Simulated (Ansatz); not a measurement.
## HfO₂ — Hf-177 nuclear quadrupole resonance

Cell: an entry of the Crystallography Open Database (COD), its atoms then relaxed with PBE in this cell.

Space group P2_1/c (No. 14); a = 5.1156, b = 5.1722, c = 5.2948 Å, β = 99.18°.

| site | Wyckoff | site symmetry | x | y | z |
| --- | --- | --- | --- | --- | --- |
| Hf | 4e | 1 | 0.2766 | 0.0418 | 0.2082 |
| O5 | 4e | 1 | 0.0721 | 0.3376 | 0.3407 |
| O9 | 4e | 1 | 0.4465 | 0.7583 | 0.4796 |

One atom of each set is listed.

The numbers come from a DFT calculation in Ansatz (PBE, plane waves and PAW (field gradients read without the response of the frozen cores, which leaves them typically 4 to 6 % off), scalar-relativistic, 420 eV cutoff, Γ-centred 5×5×5 k-points, Fermi–Dirac smearing 0.02 eV).

Hf-177: I = 7/2, Q = 3365 mb (year-2017 value). Static lattice, zero field.

**Question.** The simulated lines lie at 79.0, 132.2, 202.2 MHz. What are |C_Q|, η and |V_zz| at Hf?

**Answer.** For I = 7/2 and η = 0 the lines are |C_Q|/14 times 1, 2 and 3; η shifts the lowest up most. Here |C_Q| = 948 MHz, η = 0.22 and |V_zz| = 11.66 × 10²¹ V/m². The calculation gives V_zz positive; the lines don't show the sign. The site has 7 O at 2.04–2.25 Å.

At this cell the PBE pressure is 5 GPa, so with PBE the cell would grow if it were relaxed. Without spin–orbit coupling the gradients at and beside Hf can be off by some per cent, at some sites by more.

The relaxation (7 steps) took 2 min of wall time (2 min of CPU time) and 0.73 GiB at its peak, on 1 thread of Intel Xeon Platinum 8488C (Sapphire Rapids) (x86_64; 16 cores open to the job, memory cap 3.0 GiB, no GPU), a shared host with a load of 0.3 a core.
